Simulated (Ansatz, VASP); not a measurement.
**Two plane-wave programs on ZnS**

```
Zn S
1.0
     0.00000    2.75499    2.75499
     2.75499    0.00000    2.75499
     2.75499    2.75499    0.00000
Zn S
1 1
Direct
  0.75000 0.75000 0.75000
  0.00000 0.00000 0.00000
```

Alike in both runs: task single point; functional BLYP; dispersion D3(BJ); k mesh 9 × 9 × 9; occupations fermi-dirac, width 0.05 eV; no spin polarisation.

|  | VASP | Ansatz |
| --- | --- | --- |
| version | VASP 6.6.1 | Ansatz 0.2.0 |
| potentials or method | VASP PAW PBE potentials, release 64 (Zn, S) | Ansatz PAW |
| plane-wave cutoff (eV) | 520 | 420 |
| valence electrons in the cell | 18 | 18 |

Ansatz gave:

```
gap on the k mesh at the Fermi level (eV) : 1.83
least direct gap on the mesh (eV)         : 1.83
pressure (GPa)                            : -4.5
dispersion energy (meV/atom)              : -623.4
```

Q: Estimate VASP's values.

A: gap on the k mesh at the Fermi level (eV): 1.86; least direct gap on the mesh (eV): 1.86; pressure (GPa): -4.4; dispersion energy (meV/atom): -623.4.

Caveats: the PAW data sets were made with another functional, which shifts forces and pressure a little (VASP); odd divisions of the mesh miss points on the zone boundary, where band edges often lie, so the gap on the mesh can be too wide (Ansatz); the PAW data sets come from PBE, with cores solved anew for the run's functional, which leaves a small shift of forces and pressure (Ansatz). BLYP gaps usually lie below the measured ones, often by a third to a half.
